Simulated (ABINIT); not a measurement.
# Rh (P6_3/mmc) in ABINIT: relaxation of cell and atoms with r2SCAN

Aim: the relaxation of cell and atoms of Rh with r2SCAN.

All numbers are computed with ABINIT 10.8.3 (patched build); they aren't measurements. Logs are shortened: lines on timing, memory, paths and dates and some standing lists are left out, and cuts for length are marked. The log counts tension as positive stress, the text compression.

## 1. Starting point

Symmetry: P6_3/mmc, No. 194, hexagonal system. Conventional cell: a = 2.731 Å, b = 2.731 Å, c = 4.428 Å, α = 90.00°, β = 90.00°, γ = 120.00°. Rh (site symmetry -6m2) is surrounded by 12 Rh at 2.72 to 2.73 Å.

This isn't the form of Rh at room conditions, which is fcc.

## 2. Relaxation of cell and atoms, r2SCAN

run.abi reads:

```
pp_dirpath "./"
pseudos "Rh.GGA_PBE-JTH.xml"

acell 3*1.0
rprim
     5.1608024419     0.0000000000     0.0000000000
    -2.5804012209     4.4693860187     0.0000000000
     0.0000000000     0.0000000000     8.3686313559
ntypat 1
znucl 45
natom 2
typat 1 1
xred
     0.3333333333     0.6666666667     0.2500000000
     0.6666666667     0.3333333333     0.7500000000
chkprim 0
chksymtnons 0
tolsym 1.0e-6

ecut 19.0
pawecutdg 38.0

kptopt 1
ngkpt 9 9 5
nshiftk 1
shiftk 0.0 0.0 0.0

ixc -497498
usekden 1
pawxcdev 0

nband 21
occopt 3
tsmear 0.05 eV

nstep 100
tolvrs 1.0e-7

iomode 3
prtwf 0
prtden 0
prteig 0
prtebands 0
enunit 2

ionmov 22
ntime 60
tolmxf 0.0005
optcell 2
dilatmx 1.08
ecutsm 0.5
```

Potentials or basis: JTH PAW PBE v2.0.

Launch:

```console
$ abinit run.abi > log 2>&1
```

run.abo:

```text
.Version 10.8.3 of ABINIT
 Symmetries : space group P6_3/m m c (#194); Bravais hP (primitive hexag.)
================================================================================
 Values of the parameters that define the memory need of the present run
     intxc =       0    ionmov =      22      iscf =      17    lmnmax =      18
     lnmax =       6     mgfft =      36  mpssoang =       3    mqgrid =    3001
     natom =       2  nloc_mem =       2    nspden =       1   nspinor =       1
    nsppol =       1      nsym =      24    n1xccc =       1    ntypat =       1
    occopt =       3   xclevel =       2
       mpw =         985          nfft =       20736          nkpt =          36
 PAW method is used; the additional fine FFT grid is defined by:
   mgfftf=        54    nfftf =     55296
================================================================================
================================================================================

--------------------------------------------------------------------------------
------------- Echo of variables that govern the present computation ------------
--------------------------------------------------------------------------------
 -outvars: echo values of preprocessed input variables --------
            acell      1.0000000000E+00  1.0000000000E+00  1.0000000000E+00 Bohr
              amu      1.02905500E+02
          chkprim           0
      chksymtnons           0
          dilatmx      1.08000000E+00
             ecut      1.90000000E+01 Hartree
           ecutsm      5.00000000E-01 Hartree
           enunit           2
           ionmov          22
              ixc     -497498
         kptrlatt        9    0    0      0    9    0      0    0    5
          kptrlen      4.18431568E+01
            natom           2
            nband          21
            ngfft          24      24      36
          ngfftdg          32      32      54
             nkpt          36
            nstep         100
             nsym          24
            ntime          60
           ntypat           1
           occopt           3
          optcell           2
        pawecutdg      3.80000000E+01 Hartree
         pawxcdev           0
           prtden           0
        prtebands           0
           prteig           0
          prtkden           1
            prtwf           0
            rprim      5.1608024419E+00  0.0000000000E+00  0.0000000000E+00
                      -2.5804012209E+00  4.4693860187E+00  0.0000000000E+00
                       0.0000000000E+00  0.0000000000E+00  8.3686313559E+00
          spgroup         194
           tolmxf      5.00000000E-04
           tolsym      1.00000000E-06
           tolvrs      1.00000000E-07
           tsmear      1.83746611E-03 Hartree
            typat      1  1
          usekden           1
           useylm           1
           xangst      1.7639279748E-11  1.5767314841E+00  1.1071222492E+00
                       1.3654895202E+00  7.8836574207E-01  3.3213667477E+00
            xcart      3.3333407782E-11  2.9795906791E+00  2.0921578390E+00
                       2.5804012210E+00  1.4897953396E+00  6.2764735169E+00
             xred      3.3333333333E-01  6.6666666667E-01  2.5000000000E-01
                       6.6666666667E-01  3.3333333333E-01  7.5000000000E-01
            znucl       45.00000

================================================================================

 chkinp: Checking input parameters for consistency.

================================================================================
== DATASET  1 ==================================================================

--- !DatasetInfo
iteration_state: {dtset: 1, }
dimensions: {natom: 2, nkpt: 36, mband: 21, nsppol: 1, nspinor: 1, nspden: 1, mpw: 985, }
cutoff_energies: {ecut:  19.0, pawecutdg:  38.0, }
electrons: {nelect:   3.40000000E+01, charge:   0.00000000E+00, occopt:   3.00000000E+00, tsmear:   1.83746611E-03, }
meta: {optdriver: 0, ionmov: 22, optcell: 2, iscf: 17, paral_kgb: 0, }
...

 Real(R)+Recip(G) space primitive vectors, cartesian coordinates (Bohr,Bohr^-1):
 R(1)=  5.1608024  0.0000000  0.0000000  G(1)=  0.1937683  0.1118722  0.0000000
 R(2)= -2.5804012  4.4693860  0.0000000  G(2)=  0.0000000  0.2237444  0.0000000
 R(3)=  0.0000000  0.0000000  8.3686314  G(3)=  0.0000000  0.0000000  0.1194939
 Unit cell volume ucvol=  1.9302766E+02 bohr^3
 Angles (23,13,12)=  9.00000000E+01  9.00000000E+01  1.20000000E+02 degrees

 Coarse grid specifications (used for wave-functions):

[... 233 lines left out ...]

 Difference of energy with previous step (new-old):
           Absolute (Ha)=-9.83507E-04
           Relative     =-5.14481E-06

--- Iteration: ( 3/60) Internal Cycle: (1/1)
--------------------------------------------------------------------------------

---SELF-CONSISTENT-FIELD CONVERGENCE--------------------------------------------
[... 83 lines left out ...]
 Real space primitive translations (rprimd) [bohr]
  5.10207368885399E+00  0.00000000000000E+00  0.00000000000000E+00
 -2.55103684437756E+00  4.41852542662841E+00  0.00000000000000E+00
  0.00000000000000E+00  0.00000000000000E+00  8.26830563019739E+00
 Unitary Cell Volume (ucvol) [Bohr^3]=  1.86397724742211E+02
 Angles (23,13,12)= [degrees]
  9.00000000000000E+01  9.00000000000000E+01  1.19999999998954E+02
 Lengths [Bohr]
  5.10207368885399E+00  5.10207368891646E+00  8.26830563019739E+00
 Stress tensor in cartesian coordinates (strten) [Ha/bohr^3]
 -3.37550226459787E-06 -4.82071418234218E-13  0.00000000000000E+00
 -4.82071418234218E-13 -3.37550422828403E-06  0.00000000000000E+00
  0.00000000000000E+00  0.00000000000000E+00 -4.67281776009992E-06
 Total energy (etotal) [Ha]= -1.91165330133197E+02

 Difference of energy with previous step (new-old):
           Absolute (Ha)=-4.58599E-05
           Relative     =-2.39896E-07

 At Broyd/MD step   3, gradients are converged :
  max grad (force/stress) = 4.6728E-04 < tolmxf= 5.0000E-04 ha/bohr (free atoms)

================================================================================

 ----iterations are completed or convergence reached----

 Mean square residual over all n,k,spin=   79.109E-09; max=  38.166E-06
 reduced coordinates (array xred) for    2 atoms
       0.333333333333      0.666666666667      0.250000000000
       0.666666666667      0.333333333333      0.750000000000
 rms dE/dt=  0.0000E+00; max dE/dt=  0.0000E+00; dE/dt below (all hartree)
    1       0.000000000000      0.000000000000      0.000000000000
    2       0.000000000000      0.000000000000      0.000000000000

 cartesian coordinates (angstrom) at end:
    1      0.00000000001744     1.55878863998731     1.09384972732828
    2      1.34995056133756     0.77939431999365     3.28154918198483

 cartesian forces (hartree/bohr) at end:
    1     -0.00000000000000    -0.00000000000000    -0.00000000000000
    2     -0.00000000000000    -0.00000000000000    -0.00000000000000
 frms,max,avg= 0.0000000E+00 0.0000000E+00   0.000E+00  0.000E+00  0.000E+00 h/b

 cartesian forces (eV/Angstrom) at end:
    1     -0.00000000000000    -0.00000000000000    -0.00000000000000
    2     -0.00000000000000    -0.00000000000000    -0.00000000000000
 frms,max,avg= 0.0000000E+00 0.0000000E+00   0.000E+00  0.000E+00  0.000E+00 e/A
 length scales=  5.102073688854  5.102073688916  8.268305630197 bohr
              =  2.699901122658  2.699901122691  4.375398909313 angstroms
 Fermi (or HOMO) energy (hartree) =   0.59438   Average Vxc (hartree)=  -0.52794
 Eigenvalues (hartree) for nkpt=  36  k points:
 kpt#   1, nband= 21, wtk=  0.00247, kpt=  0.0000  0.0000  0.0000 (reduced coord)
  -2.38994   -2.38534   -1.19327   -1.16757   -1.16757   -1.16435   -1.16345   -1.16345
   0.29289    0.36064    0.47712    0.48074    0.48074    0.50014    0.50014    0.52276
   0.52276    0.60037    0.60037    0.62776    0.92675
      occupation numbers for kpt#   1
   2.00000    2.00000    2.00000    2.00000    2.00000    2.00000    2.00000    2.00000
   2.00000    2.00000    2.00000    2.00000    2.00000    2.00000    2.00000    2.00000
   2.00000    0.07415    0.07415    0.00000    0.00000
 prteigrs : prtvol=0 or 1, do not print more k-points.

 Fermi (or HOMO) energy (eV) =  16.17402   Average Vxc (eV)= -14.36590
 Eigenvalues (   eV  ) for nkpt=  36  k points:
 kpt#   1, nband= 21, wtk=  0.00247, kpt=  0.0000  0.0000  0.0000 (reduced coord)
 -65.03357  -64.90843  -32.47045  -31.77107  -31.77107  -31.68353  -31.65921  -31.65921
   7.96982    9.81360   12.98319   13.08157   13.08157   13.60940   13.60940   14.22494
  14.22494   16.33687   16.33687   17.08218   25.21820
 prteigrs : prtvol=0 or 1, do not print more k-points.

--- !EnergyTerms
iteration_state     : {dtset: 1, itime: 3, icycle: 1, }
comment             : Components of total free energy in Hartree
kinetic             :  3.01256461222574E+01
hartree             :  3.78283380273643E+01
xc                  : -9.91168233553156E+00
Ewald energy        : -1.84096281672835E+02
psp_core            :  8.03269443293793E+00
local_psp           : -1.45721775727533E+02
PAW spherical_terms :  7.25786896934324E+01
internal            : -1.91164371459907E+02
'-kT*entropy'       : -8.70077570323582E-04
total_energy        : -1.91165241537478E+02
total_energy_eV     : -5.20187122428256E+03
...

--- !EnergyTermsDC
iteration_state     : {dtset: 1, itime: 3, icycle: 1, }
comment             : '"Double-counting" decomposition of free energy'
band_energy         : -1.51271540502022E+01
Ewald energy        : -1.84096281672835E+02
psp_core            :  8.03269443293793E+00
xc_dc               : -3.40703300805889E+01
PAW spherical_terms :  3.40966113150612E+01
internal            : -1.91164460055627E+02
'-kT*entropy'       : -8.70077570323582E-04
total_energy_dc     : -1.91165330133197E+02
total_energy_dc_eV  : -5.20187363509490E+03
...

--- !EnergyTermsWithPAWCore
iteration_state     : {dtset: 1, itime: 3, icycle: 1, }
comment             : 'Components of total free energy, including PAW core contributions'
Total energy        : -9.56967344726007E+03
Total energy DC     : -9.56967353585579E+03
Total energy (eV)   : -2.60404080421302E+05
Total energy DC (eV): -2.60404082832115E+05
...

 Cartesian components of stress tensor (hartree/bohr^3)
  sigma(1 1)= -3.37550226E-06  sigma(3 2)=  0.00000000E+00
  sigma(2 2)= -3.37550423E-06  sigma(3 1)=  0.00000000E+00
  sigma(3 3)= -4.67281776E-06  sigma(2 1)= -4.82071418E-13

-Cartesian components of stress tensor (GPa)         [Pressure=  1.1203E-01 GPa]
- sigma(1 1)= -9.93107053E-02  sigma(3 2)=  0.00000000E+00
- sigma(2 2)= -9.93107631E-02  sigma(3 1)=  0.00000000E+00
- sigma(3 3)= -1.37479045E-01  sigma(2 1)= -1.41830308E-08

== END DATASET(S) ==============================================================
================================================================================

 -outvars: echo values of variables after computation  --------
            acell      5.1020736889E+00  5.1020736889E+00  8.2683056302E+00 Bohr
           etotal     -1.9116533013E+02
            fcart     -0.0000000000E+00 -0.0000000000E+00 -0.0000000000E+00
                      -0.0000000000E+00 -0.0000000000E+00 -0.0000000000E+00
            rprim      1.0000000000E+00  0.0000000000E+00  0.0000000000E+00
                      -4.9999999998E-01  8.6602540379E-01  0.0000000000E+00
                       0.0000000000E+00  0.0000000000E+00  1.0000000000E+00
           strten     -3.3755022646E-06 -3.3755042283E-06 -4.6728177601E-06
                       0.0000000000E+00  0.0000000000E+00 -4.8207141823E-13
           xangst      1.7438357158E-11  1.5587886400E+00  1.0938497273E+00
                       1.3499505613E+00  7.7939431999E-01  3.2815491820E+00
             xred      3.3333333333E-01  6.6666666667E-01  2.5000000000E-01
                       6.6666666667E-01  3.3333333333E-01  7.5000000000E-01
 Calculation completed.
```

It took 3.7 min on 1 thread of Arm Neoverse V1, shared host; peak memory 0.14 GiB.

Results:

* Free energy: -5201.8736 eV
* Relaxed volume: 13.81 Å³/atom
* Relaxed cell: a = 2.700 Å, b = 2.700 Å, c = 4.375 Å, α = 90.00°, β = 90.00°, γ = 120.00°
* Space group after relaxing (to 0.05 Å): P6_3/mmc (No. 194)
* Energy gained by relaxing: 14.0 meV/atom
* Ionic steps: 3
* Pressure after relaxing: 0.1 GPa
* Band gap on the k mesh: none (metal or under the smearing width)
* Valence electrons inside the program's atomic spheres: Rh 14.90 (radii [1.1708] Å)

Step by step:
```
step  energy change (eV)  largest force (eV/Å)  pressure (GPa)  volume (Å³)
   1              0.0000                0.0000           -8.90        28.60
   2             -0.0268                0.0000           -1.98        27.83
   3             -0.0280                0.0000            0.11        27.62
```

Final structure:
```
Rh
1.0
     2.69990    0.00000    0.00000
    -1.34995    2.33818    0.00000
     0.00000    0.00000    4.37540
Rh
2
Cartesian
  0.0000 1.5588 1.0938
  1.3500 0.7794 3.2815
```

Levels at points of the mesh, in eV from the Fermi level:
```csv
k point,band 15,band 16,band 17,band 18,band 19,band 20
"(0.00, 0.00, 0.00)",-2.56,-1.95,-1.95,0.16,0.16,0.91
```

Caveat: totals of a meta-GGA on PAW files have another zero than those of a GGA; the PAW data sets were made with another functional, which shifts forces and pressure a little.

## 3. The reference run

An earlier run on the cell as given: functional PBE; potentials or basis JTH PAW PBE v2.0; cutoff 435 eV; k mesh 11 × 11 × 6; occupations fermi-dirac, width 0.05 eV; no spin polarisation.

- Pressure: -3.8 GPa
- Band gap on the k mesh: none (metal or under the smearing width)
- Valence electrons inside the program's atomic spheres: Rh 14.84 (radii [1.1708] Å)
